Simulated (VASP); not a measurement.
## TePt (mix): single point with PBEsol+D3(BJ)

TePt (mix):

```xyz
4
Lattice="1.9620 1.1328 6.3868 -1.9620 1.1328 6.3868 0.0000 -2.2656 6.3868" Properties=species:S:1:pos:R:3 pbc="T T T"
Te    0.0000    0.0000   11.5313
Te    0.0000    0.0000    7.6292
Pt    0.0000    0.0000   16.6854
Pt    0.0000    0.0000    2.4751
```

| Item | Value |
| --- | --- |
| Program | VASP 6.6.1 |
| Task | single point |
| Functional | PBEsol |
| Dispersion | D3(BJ) |
| Potentials or basis | VASP PAW PBE potentials, release 64 (Te, Pt) |
| Cutoff | 520 eV |
| k mesh | 12 × 12 × 12 |
| Occupations | gaussian, width 0.1 eV |
| Spin | no spin polarisation |
| Dipole correction | no |
| Further INCAR settings | ALGO = Fast; EDIFF = 1e-07; NBANDS = 24 |

- Pressure: -0.1 GPa
- Largest force: 0.009 eV/Å
- Band gap on the k mesh: none (metal or under the smearing width)
- Dispersion energy per atom: -0.586 eV

Forces on the atoms (eV/Å):
```
Te   0.000  0.000 -0.009
Te   0.000  0.000  0.009
Pt   0.000  0.000 -0.002
Pt   0.000  0.000  0.002
```

Levels at points of the mesh, in eV from the Fermi level:
```
           k point  band 14  band 15  band 16  band 17  band 18  band 19
(0.00, 0.00, 0.00)     0.47     0.47     1.08     1.40     3.05     3.05
(0.50, 0.00, 0.00)    -2.03    -1.87    -0.97     0.36     1.17     2.08
(0.50, 0.50, 0.00)    -2.00    -1.76    -1.45    -1.09     2.85     4.28
(0.50, 0.50, 0.50)    -1.68     1.32     1.32     1.73     1.73     3.78
```

Wall time 18 min on 1 thread of Intel(R) Xeon(R) Platinum 8175M CPU @ 2.50GHz (Skylake/Cascade Lake) (shared host), peak memory 0.59 GiB.

Caveat: the PAW data sets were made with another functional, which shifts forces and pressure a little; pairwise dispersion overbinds metals, which lowers pressure and volume. The run has no spin-orbit coupling, so splittings on Pt, Te are missing.
